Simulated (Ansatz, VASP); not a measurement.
LiF: VASP beside Ansatz

```
CELL_PARAMETERS angstrom
0.00000 2.00020 2.00020
2.00020 0.00000 2.00020
2.00020 2.00020 0.00000
ATOMIC_POSITIONS crystal
Li 0.00000 0.00000 0.00000
F 0.50000 0.50000 0.50000
```

Alike in both runs: functional PBE; dispersion D3(BJ); k mesh 10 × 10 × 10; occupations gaussian, width 0.02 eV; no spin polarisation.

Ansatz relaxed the structure, and its values are those at the end. VASP's run is a single point on that final structure, the one shown.

|  | VASP | Ansatz |
| --- | --- | --- |
| version | VASP 6.6.1 | Ansatz 0.2.0 |
| potentials or method | VASP PAW PBE potentials, release 64 (Li_sv, F) | scalar-relativistic, plane waves, PAW |
| plane-wave cutoff (eV) | 520 | 420 |
| valence electrons in the cell | 10 | 10 |

```csv
,VASP,Ansatz,Ansatz less VASP
gap on the k mesh at the Fermi level (eV),9.28,9.27,-0.005
least direct gap on the mesh (eV),9.28,9.27,-0.005
```

 A k mesh can miss the band edges. A hybrid or GW would open this gap; PBE tends to underestimate it.
